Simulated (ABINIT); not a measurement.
A run of ABINIT 10.8.3 (patched build) is set up as follows.

Contents of run.abi:

```
# Datasets: ground state, then fixed potential
ndtset 2

# Pseudopotentials
pp_dirpath "./"
pseudos "Se.LDA_PW-JTH.xml, Zn.LDA_PW-JTH.xml"

# Structure
acell 3*1.0
rprim
     0.0000000000     5.3551058920     5.3551058920
     5.3551058920     0.0000000000     5.3551058920
     5.3551058920     5.3551058920     0.0000000000
ntypat 2
znucl 34 30
natom 2
typat 1 2
xred
     0.7500000000     0.7500000000     0.7500000000
     0.0000000000     0.0000000000     0.0000000000

# Plane-wave basis
ecut 20.0
pawecutdg 40.0

# Exchange and correlation
ixc 1

# Bands and occupations
occopt 3
tsmear 0.05 eV

# SCF cycle
nstep 100

# Output
iomode 3
prtwf 0
prteig 0
prtebands 0
enunit 2
prtden1 1

# Dataset 1
kptopt1 1
ngkpt1 8 8 8
nshiftk1 1
shiftk1 0.0 0.0 0.0
nband1 13
tolvrs1 1.0e-9

# Dataset 2: bands along G-X-W-K-G-L-U-W-L-K
iscf2 -2
getden2 1
nband2 17
nbdbuf2 2
tolwfr2 1.0e-12
kptopt2 -9
ndivsm2 5
prteig2 1
prtvol2 -3
kptbounds2
     0.0000000000     0.0000000000     0.0000000000
     0.5000000000     0.0000000000     0.5000000000
     0.5000000000     0.2500000000     0.7500000000
     0.3750000000     0.3750000000     0.7500000000
     0.0000000000     0.0000000000     0.0000000000
     0.5000000000     0.5000000000     0.5000000000
     0.6250000000     0.2500000000     0.6250000000
     0.5000000000     0.2500000000     0.7500000000
     0.5000000000     0.5000000000     0.5000000000
     0.3750000000     0.3750000000     0.7500000000
```

Potentials or basis: JTH PAW LDA v2.0.

The run is started by

```console
$ abinit run.abi > log 2>&1
```

Question: Predict the band gap on the k mesh.

Answer: 1.03 eV, direct.

Levels at the corners of the path, in eV from the valence-band top:
| point | band 6 | band 7 | band 8 | band 9 | band 10 | band 11 | band 12 | band 13 |
| --- | --- | --- | --- | --- | --- | --- | --- | --- |
| Γ | -6.30 | 0.00 | 0.00 | 0.00 | 1.03 | 5.72 | 5.72 | 5.72 |
| X | -6.12 | -4.83 | -2.20 | -2.20 | 2.81 | 3.31 | 10.50 | 11.11 |
| W | -6.00 | -4.75 | -2.80 | -2.70 | 5.34 | 5.44 | 6.82 | 7.57 |
| K | -6.03 | -4.78 | -3.13 | -1.81 | 3.42 | 5.47 | 8.89 | 9.19 |
| Γ | -6.30 | 0.00 | 0.00 | 0.00 | 1.03 | 5.72 | 5.72 | 5.72 |
| L | -6.14 | -5.29 | -0.87 | -0.87 | 2.35 | 6.30 | 6.30 | 8.36 |
| U | -6.03 | -4.78 | -3.13 | -1.81 | 3.42 | 5.47 | 8.89 | 9.19 |
| W | -6.00 | -4.75 | -2.80 | -2.70 | 5.34 | 5.44 | 6.82 | 7.57 |
| L | -6.14 | -5.29 | -0.87 | -0.87 | 2.35 | 6.30 | 6.30 | 8.36 |
| K | -6.03 | -4.78 | -3.13 | -1.81 | 3.42 | 5.47 | 8.89 | 9.19 |

**What was measured.**

From “Alloy Disordering Effects on the Thermal Conductivity and Energy Gap Temperature Dependence of Cd1−xZnxSe Ternary Crystals Grown by the Bridgman Method”, 2023, pmc:10253836, for a bulk crystal of ZnSe at 300 K: band gap 2.695 ± 0.003 eV (an exciton energy, a little under the gap).

A measured gap of ZnSe is 2.695 eV (an exciton energy, a little under the gap; 300 K; “Alloy Disordering Effects on the Thermal Conductivity and Energy Gap Temperature Dependence of Cd1−xZnxSe Ternary Crystals Grown by the Bridgman Method”, 2023, pmc:10253836); the calculated 1.03 eV misses it by -1.66 eV. So large a miss can be the level of theory's own, or it may mean another phase, state or a wrong row. Spin-orbit coupling on Se is left out. The value is that of LDA-Teter, without temperature or zero-point motion. Semilocal functionals fall short of measured gaps as a rule.
